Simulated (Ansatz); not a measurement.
Structure: NaI built on the NiAs prototype, at its r2SCAN minimum. It is hexagonal, P6_3/mmc (No. 194); a = 4.505 Å, c = 7.676 Å in the conventional setting, 33.72 Å³ an atom. Na has 6 I at 3.23 Å; I has 6 Na at 3.23 Å.

```cif
data_structure
_symmetry_space_group_name_H-M 'P6_3/mmc'
_symmetry_Int_Tables_number 194
_cell_length_a 4.5046
_cell_length_b 4.5046
_cell_length_c 7.6757
_cell_angle_alpha 90.000
_cell_angle_beta 90.000
_cell_angle_gamma 120.000
_cell_volume 134.89
loop_
_atom_site_label
_atom_site_type_symbol
_atom_site_symmetry_multiplicity
_atom_site_Wyckoff_symbol
_atom_site_fract_x
_atom_site_fract_y
_atom_site_fract_z
_atom_site_occupancy
Na1 Na 2 a 0.00000 0.00000 0.00000 1
I1 I 2 c 0.33333 0.66667 0.25000 1
```

5 runs of Ansatz on this cell differ in the functional (and in the settings that go with it). Levels are in eV from each run's valence top; v1 is the last filled band, c1 the first empty one.

Run A, mean stress +0.2 GPa (compression positive):
```
point     v5     v3     v1    c1    c2    c3
    Γ  -0.26  -0.20   0.00  5.27  6.80  9.00
    M  -1.88  -0.80  -0.36  6.90  7.09  7.11
    K  -1.50  -1.30  -1.03  6.82  8.89  8.89
    A  -1.54  -0.14  -0.14  6.58  6.58  9.14
```

Run B, mean stress -1.6 GPa (compression positive):
```
point     v5     v3     v1    c1    c2    c3
    Γ  -0.24  -0.19   0.00  3.26  4.91  7.12
    M  -1.75  -0.74  -0.33  5.04  5.14  5.20
    K  -1.40  -1.20  -0.97  4.85  6.95  6.95
    A  -1.48  -0.12  -0.12  4.59  4.59  7.17
```

Run C, mean stress +0.1 GPa (compression positive):
```
point     v5     v3     v1    c1    c2    c3
    Γ  -0.27  -0.21   0.00  5.58  7.11  9.31
    M  -1.91  -0.81  -0.37  7.21  7.41  7.42
    K  -1.52  -1.32  -1.05  7.14  9.21  9.21
    A  -1.55  -0.14  -0.14  6.89  6.89  9.47
```

Run D, mean stress 0.0 GPa (compression positive):
```
point     v5     v3     v1    c1    c2    c3
    Γ  -0.25  -0.19   0.00  4.35  5.77  7.83
    M  -1.73  -0.74  -0.34  5.82  6.01  6.05
    K  -1.39  -1.19  -0.96  5.76  7.76  7.76
    A  -1.42  -0.13  -0.13  5.59  5.59  8.00
```

Run E, mean stress +0.5 GPa (compression positive):
```
point     v5     v3     v1    c1    c2    c3
    Γ  -0.24  -0.19   0.00  3.57  5.14  7.25
    M  -1.70  -0.72  -0.33  5.23  5.34  5.43
    K  -1.36  -1.17  -0.94  5.06  7.14  7.15
    A  -1.43  -0.12  -0.12  4.85  4.85  7.35
```

Question: Match the runs to LDA, PBE, r2SCAN, DDH-PBE0, PBE0.

Answer: A is PBE0, B is LDA, C is DDH-PBE0, D is r2SCAN, E is PBE. In order of the gap: LDA 3.26, PBE 3.57, r2SCAN 4.35, PBE0 5.27, DDH-PBE0 5.58 eV.

Spin-unpolarised throughout. Whether this structure exists isn't addressed.

No spin-orbit coupling is included; it can move band edges with weight on the heavy atoms by tenths of an eV.

The program warns that its thresholds are loose for a hybrid's stress.

The meshes of the hybrids are coarse, so their gaps aren't converged to the digits shown.
